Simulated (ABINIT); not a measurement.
The system is Si.

```
CELL_PARAMETERS angstrom
0.00000 2.72185 2.72185
2.72185 0.00000 2.72185
2.72185 2.72185 0.00000
ATOMIC_POSITIONS crystal
Si 0.50000 0.50000 0.50000
Si 0.75000 0.75000 0.75000
```

Base run:

- Program: ABINIT 10.8.3 (patched build)
- Functional: PBE
- Potentials or basis: PseudoDojo NC SR PBE v0.4.1 standard
- Cutoff: 381 eV
- k mesh: 6 × 6 × 6
- Occupations: fermi-dirac, width 0.05 eV
- Spin: no spin polarisation

Its results: band gap on the k mesh 0.72 eV, indirect (least direct gap 2.55 eV); pressure 1.3 GPa.

The run is repeated on the same cell with these changes: functional from PBE to LDA; potentials or basis from PseudoDojo NC SR PBE v0.4.1 standard to PseudoDojo NC SR LDA v0.4.1 standard. What comes out?

Band gap on the k mesh 0.63 eV, indirect (least direct gap 2.53 eV); pressure -2.5 GPa.

A k mesh can miss the band edges.
